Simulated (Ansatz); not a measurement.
# GaP: the cost of one run

Method: reference: DFT, HSE06, plane waves, PAW, in Ansatz 0.2.0.

1 further run of the same task is left out (it didn't finish).

## 1. Starting point

Symmetry: Fm-3m, No. 225, cubic system. Conventional cell: a = 5.117 Å, b = 5.117 Å, c = 5.117 Å, α = 90.00°, β = 90.00°, γ = 90.00°. Around Ga (site symmetry m-3m) lie 6 P at 2.56 Å. P (site symmetry m-3m) is surrounded by 6 Ga at 2.56 Å.

Structure file:

```
Ga P
1.0
     0.00000    2.55854    2.55854
     2.55854    0.00000    2.55854
     2.55854    2.55854    0.00000
Ga P
1 1
Cartesian
  0.0000 0.0000 0.0000
  2.5585 2.5585 2.5585
```

## 2. Reference

The input, input.yaml:

```yaml
crystal:
  lattice:
    - [0.0, 2.5585353464, 2.5585353464]
    - [2.5585353464, 0.0, 2.5585353464]
    - [2.5585353464, 2.5585353464, 0.0]
  atoms:
    - { symbol: Ga, position: [0.0, 0.0, 0.0] }
    - { symbol: P, position: [0.5, 0.5, 0.5] }
kpoints:
  mp_grid: { grid: [4, 4, 4] }
hamiltonian:
  xc: hse06
scf:
  occupations: { method: fermi_dirac, width: 0.02 }
  n_extra_bands: 4
output:
  forces: true
  stress: true
  eigenvalues: true
```

Launch:

```
> ansatz run input.yaml --threads 4 --pin off --max-ram 3686MiB --backend cpu --events-out ev --progress --plain --runs-dir out
```

**Question.** How long does this run take on 4 threads of an Arm CPU, shared host, and how much memory does it need?

About 5.6 s, with a peak of 0.53 GiB.
